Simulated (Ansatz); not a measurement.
Input and output of a single-point calculation on zincblende GaP (Ansatz, r2SCAN+SOC). The cell was relaxed with r2SCAN and then strained (epitaxial -4.0 % in the xy plane, free normal strain +3.35 %), with the atoms relaxed again with r2SCAN; k points keep the names of the unstrained zone.

input.yaml:
```yaml
crystal:
  lattice:
    - [0.0, 2.6163833159, 2.8167230051]
    - [2.6163833159, 0.0, 2.8167230051]
    - [2.6163833159, 2.6163833159, 0.0]
  atoms:
    - { symbol: Ga, position: [0.0, 0.0, 0.0] }
    - { symbol: P, position: [0.25, 0.25, 0.25] }
kpoints:
  mp_grid: { grid: [8, 8, 8] }
  band_path:
    path:
      - [0.0, 0.0, 0.0]
      - [-0.5, -0.5, 0.0]
      - [-0.375, -0.375, 0.25]
      - [-0.375, 0.0, 0.375]
      - [0.0, 0.0, 0.5]
      - [-0.5, -0.25, 0.25]
      - [0.0, 0.424479, 0.424479]
    npoints: 1
hamiltonian:
  xc: r2scan
scf:
  occupations: { method: fermi_dirac, width: 0.02 }
  n_extra_bands: 8
magnetization:
  noncollinear: true
  spin_orbit: true
output:
  forces: true
  stress: true
  eigenvalues: true
```

It took 4.8 s on 1 × NVIDIA H100 80GB HBM3 with 2 threads of AMD EPYC 7R13 Processor (Zen 3), with other jobs on the host, load about 2.0 per core; peak host memory 1.1 GiB.

What the program printed (shortened):
```
scf.n_extra_bands = 8 over 18 filled bands (N_el = 18.0): the run solves 26 bands
Functional definition: r2SCAN
Crystal: 2 atoms, lattice volume = 38.564 Å³
Basis set: ecut = 500 eV, 967 PW (Γ)
Symmetry: 8 space group operations + 8 with time reversal
Magnetic group: BNS 119.316 (UNI 976)
k-points: 59 of 512 (time reversal used)
preconditioner: auto → none  [insulator: Δε(μ)=1.676 eV  σ=0.020 eV  ℏωp=25.4 eV]
Magnetization: |M| = 0.0000 μB,  M = (+0.0000, +0.0000, +0.0000) μB
Free energy (F): -4547.701524 eV
Fermi energy:    8.416359 eV
--- Per-component energies (eV) ---
  E_band       = -58.399269
  E_kinetic    = 187.081366
  E_local      = -2168.494212
  E_nonlocal   = 460.531880
  E_hartree    = 1007.379441
  E_xc         = -121.804483
  E_vxc        = -125.968108
  E_paw        = -2576.889284
  E_vpaw       = -432.363790
  E_vtau       = 6.057979
  E_ewald      = -1334.776252
  E_core_change = -0.729939
--- Stress (GPa, compression-positive) ---
        6.963789       0.000000       0.000000
        0.000000       6.963789       0.000000
        0.000000       0.000000      -0.004773
  P = ⅓ Tr σ = 4.6409 GPa (46.409 kbar)
--- Band table (eV; the first three rows and the last of 59) ---
  k-point 0: bands = […, -5.8668, -5.8668, 7.1871, 7.1871, 7.6813, 7.6813, 7.7299, 7.7299, 10.2815, 10.2815, 11.5878, 11.5878, 11.7266, 11.7266, …]
  k-point 1: bands = […, -5.6390, -5.6367, 5.8598, 5.8647, 7.0956, 7.0985, 7.4837, 7.4859, 10.6534, 10.6579, 11.9851, 12.0350, 12.1105, 12.1168, …]
  k-point 2: bands = […, -4.9955, -4.9929, 3.4488, 3.4509, 6.5259, 6.5277, 7.0719, 7.0746, 10.1601, 10.1683, 12.5451, 12.5497, 12.7561, 12.7576, …]
  k-point 58: bands = […, -2.7935, -2.7935, -0.0122, -0.0122, 4.9316, 4.9316, 4.9552, 4.9552, 9.7549, 9.7549, 10.0940, 10.0940, 19.1968, 19.1968, …]
```

The rows of the band table are 0: (0, 0, 0) = Γ, 1: (0, 0, 1/8), 2: (0, 0, 1/4), 58: (-1/2, -1/2, 0) = X.

Levels at the listed points, from bands.tsv (eV from the Fermi energy, bands near the gap, counted from 0):
```tsv
# k_distance	band_8	band_9	band_10	band_11	band_12	band_13	band_14	band_15	band_16	band_17	band_18	band_19	band_20	band_21	band_22	band_23	band_24	band_25
# fermi_ev = 8.416359
# [0, 0, 0] at k_distance = 0.000000
# [-0.5, -0.5, 0] at k_distance = 1.115336
# [-0.375, -0.375, 0.25] at k_distance = 1.539861
# [-0.375, 0, 0.375] at k_distance = 2.266706
# [0, 0, 0.5] at k_distance = 2.993550
# [-0.5, -0.25, 0.25] at k_distance = 3.812962
# [0, 0.424479, 0.424479] at k_distance = 5.004408
# levels_relative_to = fermi_ev
0.000	-15.692	-15.692	-14.283	-14.283	-1.229	-1.229	-0.735	-0.735	-0.686	-0.686	1.865	1.865	3.171	3.171	3.310	3.310	3.450	3.450
1.115	-15.670	-15.670	-11.210	-11.210	-8.429	-8.429	-3.485	-3.485	-3.461	-3.461	1.339	1.339	1.678	1.678	10.780	10.780	10.883	10.883
1.540	-15.673	-15.669	-11.115	-11.115	-8.088	-8.079	-5.229	-5.204	-2.990	-2.987	2.023	2.029	5.002	5.003	7.912	7.927	8.165	8.169
2.267	-15.686	-15.659	-10.921	-10.919	-7.725	-7.714	-5.216	-5.193	-3.569	-3.566	1.323	1.330	4.084	4.095	7.550	7.572	8.070	8.092
2.994	-15.663	-15.663	-11.947	-11.947	-8.017	-8.017	-2.476	-2.476	-1.765	-1.765	1.162	1.162	4.022	4.022	4.458	4.458	8.115	8.115
3.813	-15.681	-15.664	-10.893	-10.891	-7.921	-7.909	-4.800	-4.783	-4.674	-4.624	4.359	4.367	4.780	4.804	6.117	6.121	6.307	6.371
5.004	-15.667	-15.664	-11.248	-11.247	-7.353	-7.352	-3.964	-3.950	-3.883	-3.870	0.661	0.661	1.314	1.314	8.916	8.987	10.483	10.566
```
In order the rows are Γ, X, U, K, L, W, Γ–X (0.85).

r2SCAN+SOC gives an indirect gap of 1.35 eV, from Γ to Γ–X (0.85 of the way from Γ); the least direct gap is 2.55 eV at Γ. Edges are sought over the mesh and the listed points. The mean pressure at these positions is +4.64 GPa, compression counted positive.

Calculated for a static, non-magnetic cell.
